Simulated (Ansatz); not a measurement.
input.yaml (Ansatz)

```yaml
crystal:
  lattice:
    - [1.9346834304, 1.1169899993, 9.3765274937]
    - [-1.9346834304, 1.1169899993, 9.3765274937]
    - [0.0, -2.2339799987, 9.3765274937]
  atoms:
    - { symbol: Sm, position: [0.0, 0.0, 0.0], spin: 6.179 }
    - { symbol: Sm, position: [0.2221590079, 0.2221590079, 0.2221590079], spin: 6.174 }
    - { symbol: Sm, position: [0.7778409921, 0.7778409921, 0.7778409921], spin: 6.174 }
hamiltonian:
  xc: pbe
  pseudopotentials:
    kind: paw
    azcp:
      Sm: "pseudopotentials/Sm.paw.azcp"
basis:
  ecutwfc: 420
  fft_grid_basis: typed
kpoints:
  mp_grid: { grid: [13, 13, 13], shift: [0, 0, 0] }
magnetization:
  spin_polarized: true
scf:
  occupations: { method: fermi_dirac, width: 0.05 }
output:
  stress: true
```

Terminal output

```
Warning: where an SCF of this run starts from atoms to list the orders of its open shells, Sm (site 0, from 0) starts with 5.22 μB on its 4f shell and 0.78 μB on its 5d shell, in the place of the 6.18 μB that the deck gives it: its open shells can hold no more by Hund's first rule. To start from spheres of the given moment, type scf.initial_density.shell_occupations: []
Warning: where an SCF of this run starts from atoms to list the orders of its open shells, Sm (sites 1, 2, from 0) starts with 5.22 μB on its 4f shell and 0.78 μB on its 5d shell, in the place of the 6.17 μB that the deck gives it: its open shells can hold no more by Hund's first rule. To start from spheres of the given moment, type scf.initial_density.shell_occupations: []
band count auto-derived: 45 (N_el = 48.0; filled up to band 24; 40 by the electrons, moments and atoms)
Engine: ansatz 0.2.0, x86_64-unknown-linux-gnu
Pseudopotentials: kind: paw
Pseudopotential: Sm, paw, valence charge 16, recommended cutoff 420 eV (normal) 
Functional definition: PBE
  parameter kappa = 0.804
  parameter beta = 0.06672455060314922
  exchange = pbe_x(kappa = kappa, mu = beta*pi^2/3)
  correlation = pbe_c(beta = beta)
Crystal: 3 atoms, lattice volume = 121.577 Å³
Basis set: ecut = 420 eV, 2419 PW (Γ)
Bands: 45, of which v1, the nominal top of the filled ones, is band 24 counted from 1 (23 counted from 0)
Symmetry: 12 space group operations
Space group: R-3m (ITA 166), of the structure as read, at distance tolerance 5.0e-5 Å
Magnetic group: BNS 166.97 (UNI 1327), of the structure as read, at distance tolerance 5.0e-5 Å
k-points: 231 of 2197
Non-local potential: Sm, projectors of the file, l = 0: 3, l = 1: 2, l = 2: 2, l = 3: 3
PAW form: soft (Blöchl's): semilocal exchange-correlation on the pseudo side does not see the compensation charge
PAW one-centre angular grid: Sm, 590 points (default); XC on 64 Gauss nodes
Initial density: superposition of atomic densities (chi_scale 0.1, normalization cell)
Starting moments: Σ|m| = 18.527 μB on 3 of 3 sites
Initial wavefunctions: pseudopotential atomic-orbital guess
Functional: x = pbe(κ = 0.804, μ = 0.2195149727645171), c = pbe(β = 0.06672455060314922)
iter 1 solved again at ethr=9.19e-4 eV; its pass at ethr=3.10e-3 eV (dr2=4.41e-1 eV) is discarded
SCF iter   1: F=—  HF=-24731.041608 eV  |F-HF|=—  |Δ(HF+E_count)|=         —  Δρ=2.90e-2 (↑2.90e-2 ↓9.05e-3)  dr2=4.41e-1  dr2_m=3.78e-1  M=18.553 μB ∫|m|=18.553 μB  β_m=0.30  ethr=9.19e-4  ⟨swp⟩=1.3  Hψ=96476  notcnv=0
Mixer restart at iter 1: flushing history
spin=Collinear: Kerker preconditioning applied to the charge; magnetization (m = ρ↑ − ρ↓) channel mixes plain (no charge-response kernel on spin).
...
SCF iter  15: F=—  HF=-24733.526463 eV  |F-HF|=—  |Δ(HF+E_count)|=   1.64e-3  Δρ=7.87e-4 (↑7.87e-4 ↓6.24e-5)  dr2=7.25e-4  dr2_m=1.71e-4  M=19.887 μB ∫|m|=19.887 μB  β_m=0.79  ethr=2.93e-7  ⟨swp⟩=2.8  Hψ=43148  notcnv=0  defer=931
SCF iter  16: F=—  HF=-24733.526868 eV  |F-HF|=—  |Δ(HF+E_count)|=   4.05e-4  Δρ=3.20e-4 (↑3.20e-4 ↓5.15e-5)  dr2=2.69e-5  dr2_m=3.20e-5  M=19.892 μB ∫|m|=19.892 μB  β_m=0.89  ethr=2.93e-7  ⟨swp⟩=2.0  Hψ=40292  notcnv=0  defer=889
SCF iter  17: F=—  HF=-24733.527363 eV  |F-HF|=—  |Δ(HF+E_count)|=         —  Δρ=1.64e-4 (↑1.64e-4 ↓2.52e-5)  dr2=8.29e-6  dr2_m=7.13e-6  M=19.901 μB ∫|m|=19.901 μB  ethr=5.60e-8  ⟨swp⟩=2.6  Hψ=36325  notcnv=0  defer=900
Mixer restart at iter 17: flushing history
SCF iter  18: F=—  HF=-24733.531788 eV  |F-HF|=—  |Δ(HF+E_count)|=         —  Δρ=4.64e-5 (↑4.64e-5 ↓1.06e-5)  dr2=1.67e-6  dr2_m=7.21e-7  M=19.873 μB ∫|m|=19.873 μB  β_m=0.89  ethr=1.92e-8  ⟨swp⟩=6.0  Hψ=47066  notcnv=0  defer=625
SCF iter  19: F=—  HF=-24733.531791 eV  |F-HF|=—  |Δ(HF+E_count)|=   2.96e-6  Δρ=3.32e-5 (↑3.32e-5 ↓6.46e-6)  dr2=9.98e-7  dr2_m=2.95e-7  M=19.874 μB ∫|m|=19.874 μB  β_m=0.83  ethr=3.48e-9  ⟨swp⟩=2.0  Hψ=36512  notcnv=0  defer=625
SCF iter  20: F=—  HF=-24733.531791 eV  |F-HF|=—  |Δ(HF+E_count)|=   1.81e-7  Δρ=2.66e-5 (↑2.66e-5 ↓4.87e-6)  dr2=6.61e-7  dr2_m=2.02e-7  M=19.874 μB ∫|m|=19.874 μB  β_m=0.91  ethr=2.08e-9  ⟨swp⟩=2.0  Hψ=32669  notcnv=0  defer=623
SCF iter  21: F=—  HF=-24733.531793 eV  |F-HF|=—  |Δ(HF+E_count)|=   1.73e-6  Δρ=1.18e-5 (↑1.18e-5 ↓4.69e-6)  dr2=6.72e-8  dr2_m=5.21e-8  M=19.875 μB ∫|m|=19.875 μB  β_m=0.88  ethr=1.38e-9  ⟨swp⟩=2.0  Hψ=32478  notcnv=0  defer=623
SCF iter  22: F=—  HF=-24733.531793 eV  |F-HF|=—  |Δ(HF+E_count)|=   5.16e-7  Δρ=4.67e-6 (↑4.67e-6 ↓1.79e-6)  dr2=1.21e-8  dr2_m=7.03e-9  M=19.876 μB ∫|m|=19.876 μB  β_m=0.94  ethr=1.40e-10  ⟨swp⟩=2.6  Hψ=34832  notcnv=0  defer=624
SCF iter  23: F=—  HF=-24733.531793 eV  |F-HF|=—  |Δ(HF+E_count)|=   8.85e-8  Δρ=4.26e-6 (↑4.26e-6 ↓8.17e-7)  dr2=2.97e-8  dr2_m=4.80e-9  M=19.876 μB ∫|m|=19.876 μB  β_m=0.78  ethr=2.51e-11  ⟨swp⟩=3.2  Hψ=39044  notcnv=0  defer=627
SCF iter  24: F=—  HF=-24733.531793 eV  |F-HF|=—  |Δ(HF+E_count)|=   4.93e-9  Δρ=1.44e-6 (↑1.44e-6 ↓4.54e-7)  dr2=2.66e-9  dr2_m=6.46e-10  M=19.876 μB ∫|m|=19.876 μB  β_m=0.89  ethr=2.51e-11  ⟨swp⟩=2.0  Hψ=32455  notcnv=0  defer=626
SCF iter  25: F=—  HF=-24733.531793 eV  |F-HF|=—  |Δ(HF+E_count)|=   9.59e-9  Δρ=9.29e-6 (↑9.29e-6 ↓5.62e-7)  dr2=1.30e-7  dr2_m=2.43e-8  M=19.876 μB ∫|m|=19.876 μB  β_m=0.94  ethr=5.54e-12  ⟨swp⟩=2.0  Hψ=32602  notcnv=0  defer=626
SCF iter  26: F=-24733.531793 eV  HF=-24733.531793 eV  |F-HF|=1.04e-8  |Δ(HF+E_count)|=   1.53e-9  Δρ=3.08e-6 (↑3.08e-6 ↓2.09e-7)  dr2=1.03e-8  dr2_m=2.71e-9  M=19.876 μB ∫|m|=19.876 μB  ethr=5.54e-12  ⟨swp⟩=1.7  Hψ=56357  notcnv=0
SCF 1 converged in 26 iterations: F = -24733.531793 eV  dr2 = 1.03e-8
SCF converged after 26 iterations
Magnetization: 19.8763 μB (33.9382 up, 14.0618 down)
Absolute magnetization: 19.8763 μB (∫|ρ↑−ρ↓|, with the PAW one-centre terms)
Spin contamination: 0.0113 ħ² per cell (⟨S²⟩ above its minimum at these occupations)
Per-site moments (μB) at R_I (Å): [(6.19110586388824, 1.5853418209665466), (6.189845400199455, 1.5835517613672165), (6.189845400199458, 1.5835517613672165)]
Free energy (F): -24733.531793 eV
Harris-Foulkes:  -24733.531793 eV  (|F-HF|=1.04e-8)
Internal energy: -24733.334510 eV  (E = F + TS)
E sigma→0 (E₀):  -24733.433152 eV
Entropy (-TS):   -0.197283 eV (-65.761 meV/atom)
Fermi energy:    9.463701 eV
--- Per-component energies (eV) ---
  E_band       = -125.749594
  E_kinetic    = 994.094418
  E_local      = -5064.682312  (includes V_loc(G=0)·N_el)
  E_nonlocal   = 1216.284241
  E_hartree    = 1977.452302
  E_xc         = -522.998881
  E_vxc        = -570.160618  (∫ρ·V_xc dr)
  E_paw        = -18684.136047  (= ΣΔE_a)
  E_vpaw       = -656.181124  (= ΣTr[D̂ρ^β])
  E_aug_tail   = -0.000001  (compensation charges beyond the density's cutoff)
  E_ewald      = -4649.348230
  E_smearing   = -0.197283  (= −TS)
  E_closure    = 0.000000  (closes the sum)
  Σ components = -24733.531793   (vs F -24733.531793, Δ=0.00e0)
--- Stress (GPa, compression-positive) ---
       -0.652965       0.000000      -0.000000
        0.000000      -0.652965      -0.000000
       -0.000000      -0.000000      -0.621063
  P = ⅓ Tr σ = -0.6423 GPa (-6.423 kbar)
```

Open f shells have many self-consistent states, so the state found may not be the lowest.
